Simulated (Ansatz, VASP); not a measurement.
**HfN in VASP and in Ansatz**

POSCAR

```
HfN
1.0
    3.1339080000      0.0000000000      0.0000000000
   -1.5669540000      2.7140440000      0.0000000000
    0.0000000000      0.0000000000      5.4167680000
Hf N
2 2
Direct
    0.6666666667      0.3333333333      0.7500000000
    0.3333333333      0.6666666667      0.2500000000
    0.0000000000      0.0000000000      0.0000000000
    0.0000000000      0.0000000000      0.5000000000
```

INCAR.step1

```
ALGO = Normal ; EDIFF = 1E-4
ENCUT = 520 ; GGA = PE
ISMEAR = 0 ; LASPH = T
LCHARG = F ; LREAL = F
LWAVE = T ; NBANDS = 23
NELM = 60 ; PREC = Accurate
SIGMA = 0.05
```

Contents of INCAR.step2:

```
ALGO = Normal ; EDIFF = 1E-6
ENCUT = 520 ; ISIF = 2
ISMEAR = 0 ; ISTART = 1
LASPH = T ; LCHARG = T
LELF = T ; LMIXTAU = T
LREAL = F ; LVHAR = T
LWAVE = F ; METAGGA = R2SCAN
NBANDS = 23 ; NELM = 60
PREC = Accurate ; SIGMA = 0.05
```

File KPOINTS:

```
k-points
0
Gamma
  8 8 4
```

Input for Ansatz:

```yaml
crystal:
  lattice:
    - [3.133908, 0.0, 0.0]
    - [-1.566954, 2.714044, 0.0]
    - [0.0, 0.0, 5.416768]
  atoms:
    - { symbol: Hf, position: [0.6666666666666666, 0.3333333333333333, 0.75] }
    - { symbol: Hf, position: [0.3333333333333333, 0.6666666666666666, 0.25] }
    - { symbol: "N", position: [0.0, 0.0, 0.0] }
    - { symbol: "N", position: [0.0, 0.0, 0.5] }
basis:
  ecutwfc: 650.0
kpoints:
  mp_grid:
    grid: [8, 8, 4]
hamiltonian:
  xc: r2scan
scf:
  convergence:
    dr2_threshold: 1.0e-09
  occupations:
    method: gaussian
    width: 0.05
output:
  forces: true
  stress: true
```

The cell comes from a database or a generator and needn't be the stable form of this composition.

Alike in both runs: task single point; functional r2SCAN; k mesh 8 × 8 × 4; occupations gaussian, width 0.05 eV; no spin polarisation.

```csv
,VASP,Ansatz
version,VASP 6.6.1,Ansatz 0.2.0
potentials or method,"VASP PAW PBE potentials, release 64 (Hf_pv, N)","plane waves, PAW"
plane-wave cutoff (eV),520,650
valence electrons in the cell,30,62
```

Ansatz gave:

```
pressure (GPa)                                  : 2.7
largest component of the traceless stress (GPa) : 0.54
```

Problem. Estimate VASP's values.

Solution. Pressure (GPa): 0.1; largest component of the traceless stress (GPa): 0.43.

With one functional, cell and mesh, what is left measures potentials, basis and numerics. The two sets of potentials don't hold the same shells in valence. Ansatz warned: «stress_scf_threshold_loose».

Caveats: the PAW data sets were made with another functional, which shifts forces and pressure a little (VASP). Spin-orbit coupling is left out, which matters for the levels of Hf.
